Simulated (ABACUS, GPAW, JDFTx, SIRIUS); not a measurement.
## Fitting the PBEsol energy curve of CuI

```yaml
crystal:
  lattice:
    - [0.00000, 3.03150, 3.03150]
    - [3.03150, 0.00000, 3.03150]
    - [3.03150, 3.03150, 0.00000]
  atoms:
    - { symbol: I, position: [0.00000, 0.00000, 0.00000] }
    - { symbol: Cu, position: [0.75000, 0.75000, 0.75000] }
```

The cell was scaled at fixed shape and fractions and run with JDFTx, PseudoDojo-SR-PBEsol-0.4.1-standard with smoothed tails, cutoff 1252 eV; PBEsol, k mesh 8 × 8 × 8 on the cell of 2 atoms, fermi-dirac occupations of 0.05 eV, no spin polarisation, no spin-orbit coupling. Energies are those that the program minimises, any entropy of the smearing included.

| V (Å³/atom) | energy over the lowest row (meV/atom) |
| --- | --- |
| 26.1879 | 0.00 |
| 26.7451 | ? |
| 27.3023 | 4.95 |
| 27.8595 | 11.95 |
| 28.4167 | 21.47 |
| 28.9738 | 33.21 |
| 29.5310 | 46.89 |

**Question.** Fit the third-order Birch-Murnaghan form, give V0, B0 and B′, and predict the energy left open.

**Answer.** With y = (V0/V)^(2/3), E = E0 + (9 V0 B0/16) [(y - 1)³ B′ + (y - 1)² (6 - 4y)]. Least squares through the rows shown give V0 = 26.3325 Å³/atom, E0 = -0.12 meV, B0 = 49.02 GPa (1 eV/Å³ = 160.218 GPa) and B′ = 5.14, with a largest miss of 0.00 meV. At V = 26.7451 the form with these constants gives 0.84 meV; the run gave 0.83 meV an atom. Other set-ups at this level, from all their volumes (Å³/atom, GPa): ABACUS, PseudoDojo NC SR 0.4.1 PBEsol standard, plane waves: V0 26.336, B0 49.21; GPAW, PAW data sets generated for this functional: V0 26.675, B0 48.3; SIRIUS, PseudoDojo 0.4.1 PBEsol standard (scalar relativistic): V0 26.333, B0 49.17. Measured volume: 27.71 Å³/atom at 300 K (a printed reference work), so the fit lies -5.0 % from it. The runs are for a static lattice.
